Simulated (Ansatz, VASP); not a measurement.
This is a calculation of InPd for Ansatz 0.2.0.

input.yaml

```yaml
crystal:
  lattice:
    - [3.27188478, 0.0, 0.0]
    - [0.0, 3.27188478, 0.0]
    - [0.0, 0.0, 3.27188478]
  atoms:
    - { symbol: In, position: [0.0, 0.0, 0.0] }
    - { symbol: Pd, position: [0.5, 0.5, 0.5] }
hamiltonian:
  xc: lda
  pseudopotentials: { kind: paw_fr }
magnetization:
  noncollinear: true
  spin_orbit: true
kpoints:
  mp_grid: { grid: [6, 6, 6] }
  band_path:
    path:
      - [[0.0, 0.0, 0.0], [0.0, 0.5, 0.0], [0.5, 0.5, 0.0], [0.0, 0.0, 0.0], [0.5, 0.5, 0.5], [0.0, 0.5, 0.0]]
      - [[0.5, 0.5, 0.0], [0.5, 0.5, 0.5]]
    npoints: 14
scf:
  occupations: { method: fermi_dirac, width: 0.05 }
  n_extra_bands: 6
output:
  forces: true
  stress: true
  eigenvalues: true
  fatbands: false
```

Potentials or basis: Ansatz PAW.

Command:

```bash
$ ansatz run input.yaml --threads 2 --pin off --max-ram 5632MiB --backend cpu --events-out ev --progress --plain --runs-dir out
```

Set up the same calculation for VASP 6.6.1. Potentials there: VASP PAW LDA potentials, release 64 (In_d, Pd).

As run (the cutoff follows the program's own potentials):

File INCAR:

```
PREC = Accurate
ENCUT = 520
EDIFF = 1E-6
ISMEAR = -1
SIGMA = 0.05
LREAL = False
LASPH = True
NELM = 60
ALGO = Normal
ISIF = 2
LWAVE = False
LCHARG = False
MAGMOM = 0 0 0 0 0 0
LORBIT = 11
LSORBIT = True
GGA_COMPAT = False
LMAXMIX = 4
```

The input KPOINTS:

```
regular mesh
0
Gamma
  6 6 6
```

File POSCAR:

```
InPd
1.0
    3.2718847800      0.0000000000      0.0000000000
    0.0000000000      3.2718847800      0.0000000000
    0.0000000000      0.0000000000      3.2718847800
In Pd
1 1
Direct
    0.0000000000      0.0000000000      0.0000000000
    0.5000000000      0.5000000000      0.5000000000
```

KPOINTS_OPT

```
path GXMGRX,MR
15
line-mode
reciprocal
 0.0000000000  0.0000000000  0.0000000000  G
 0.0000000000  0.5000000000  0.0000000000  X

 0.0000000000  0.5000000000  0.0000000000  X
 0.5000000000  0.5000000000  0.0000000000  M

 0.5000000000  0.5000000000  0.0000000000  M
 0.0000000000  0.0000000000  0.0000000000  G

 0.0000000000  0.0000000000  0.0000000000  G
 0.5000000000  0.5000000000  0.5000000000  R

 0.5000000000  0.5000000000  0.5000000000  R
 0.0000000000  0.5000000000  0.0000000000  X

 0.5000000000  0.5000000000  0.0000000000  M
 0.5000000000  0.5000000000  0.5000000000  R
```

Potentials or basis: VASP PAW LDA potentials, release 64 (In_d, Pd).

Run with:

```console
$ cat potpaw_LDA.64/In_d/POTCAR potpaw_LDA.64/Pd/POTCAR > POTCAR
$ mpirun -np 1 vasp_ncl > vasp.out
```

Both were run:

|  | VASP | Ansatz | Ansatz less VASP |
| --- | --- | --- | --- |
| gap on the k mesh at the Fermi level (eV) | none | none | - |
| pressure (GPa) | -6.5 | -6.9 | -0.41 |

A gap of «none» marks a metal or a gap that the smearing closes. The two sets of potentials don't hold the same shells in valence.

Caveats: the PAW data sets come from PBE, with cores solved anew for the run's functional, which leaves a small shift of forces and pressure (Ansatz).
